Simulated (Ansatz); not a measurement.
The system is TiTe2.

```
Te Ti
1.0
     3.77700    0.00000    0.00000
    -1.88850    3.27098    0.00000
     0.00000    0.00000    6.49800
Te Ti
2 1
Direct
  0.33333 0.66667 0.73720
  0.66667 0.33333 0.26280
  0.00000 0.00000 0.00000
```

Base run:

```yaml
Program: Ansatz 0.2.0
Functional: PBEsol
Potentials_or_basis: all-electron LAPW, scalar-relativistic
Cutoff: 221 eV (chosen from the basis error)
Basis_error_allowed: 0.002 eV/atom
k_mesh: 8 × 8 × 4
Occupations: fermi-dirac, width 0.05 eV
Spin: no spin polarisation
```

Its results: pressure -2.3 GPa; largest force 0.129 eV/Å.

Task: The run is repeated on the same cell with these changes: potentials or basis from all-electron LAPW, scalar-relativistic to all-electron LAPW, non-relativistic. What comes out?

Result: Pressure -1.8 GPa; largest force 0.051 eV/Å.

Caveats: this functional lacks dispersion, which binds the layers, so the pressure and a relaxed spacing across them are unreliable; relativity is left out, which matters for the heavier elements (some runs).
